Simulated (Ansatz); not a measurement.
## How much do the gradients of ZnS depend on the method?

Cell: a structure deposited in the COD, ions relaxed with PBE at fixed cell.

```
Zn S
1.0
     1.91500    1.10563   15.62666
    -1.91500    1.10563   15.62666
     0.00000   -2.21125   15.62666
Zn S
5 5
Direct
  0.00005 0.00005 0.00005
  0.73333 0.73333 0.73333
  0.46661 0.46661 0.46661
  0.86665 0.86665 0.86665
  0.60001 0.60001 0.60001
  0.05007 0.05007 0.05007
  0.78329 0.78329 0.78329
  0.51664 0.51664 0.51664
  0.91667 0.91667 0.91667
  0.65003 0.65003 0.65003
```

Atoms are numbered from 1 in the order listed; like atoms form one site, named after its first atom.

First run. Level of theory: DFT, PBE, plane waves and PAW, scalar-relativistic, 420 eV cutoff, Γ-centred 13×13×13 k-points, Fermi–Dirac smearing 0.02 eV (Ansatz 0.2.0).

```tsv
site	atom	V_zz (10²¹ V/m²)	η
Zn1	1	-0.061	0.00
Zn2	2	0.056	0.00
Zn3	3	-0.074	0.00
Zn4	4	-0.037	0.00
Zn5	5	-0.039	0.00
S6	6	0.080	0.00
S7	7	-0.011	0.00
S8	8	0.15	0.00
S9	9	0.16	0.00
S10	10	0.16	0.00
```

Second run. The same atoms and settings, except that the functional is r2SCAN and the cutoff is 500 eV.

Problem. What does the second run give?

Solution. 

```
site  atom    V_zz     η  change of V_zz
 Zn1     1  -0.053  0.00           +0.01
 Zn2     2   0.059  0.00            0.00
 Zn3     3  -0.062  0.00           +0.01
 Zn4     4  -0.028  0.00           +0.01
 Zn5     5  -0.030  0.00           +0.01
  S6     6   0.095  0.00           +0.02
  S7     7  -0.032  0.00           -0.02
  S8     8    0.15  0.00            0.00
  S9     9    0.16  0.00            0.00
 S10    10    0.16  0.00            0.00
```

No V_zz moves by more than 0.03.

For the second run: With these PAW files V_zz is typically within 2 to 3 % of all-electron values, but misses above 10 % occur on Zn.
